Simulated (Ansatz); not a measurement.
A crystal relaxed with r2SCAN+rVV10 in Ansatz has space group C2/m (No. 12) and a = 11.759 Å, b = 4.110 Å, c = 4.698 Å, β = 110.3°.

| atom | site | x | y | z |
| --- | --- | --- | --- | --- |
| In | 4i | 0.1132 | 0.0000 | 0.9651 |
| Xx | 4i | 0.3426 | 0.0000 | 0.3509 |

With r2SCAN the valence top lies at k = (0.286, 0.286, -1/3) and the conduction bottom at k = (0.404, 0.404, -0.052), 1.27 eV higher; the smallest vertical gap, at A, is 1.61 eV. The HSE06 gap is indirect, 1.56 eV (k = (0.286, 0.286, -1/3) to k = (0.404, 0.404, -0.052)), below the direct gap of 1.91 eV at k = (0.286, 0.286, -1/3). Meshes: r2SCAN 6×6×6, HSE06 4×4×4.

Problem. Which element is Xx?
A. Se
B. S
C. Te
D. O

Solution. A. Xx is Se: InSe (C2/m) from a database of computed structures. Around In lie 3 Se at 2.68–2.69 Å and 1 In at 2.79 Å; around Se lie 3 In at 2.68–2.69 Å.

Calculated for a static, non-magnetic cell.

No spin-orbit coupling is included; it can move band edges with weight on the heavy atoms by tenths of an eV.

Where an edge lies off the special points, it is a point of the mesh or the k point where a search put PBE's edge or least direct gap, reused for the other functionals, whose own edges may lie a little apart.

Coordinates of k points refer to the reciprocal vectors of the primitive cell of the runs.

The meshes of the hybrids are coarse, so their gaps aren't converged to the digits shown.
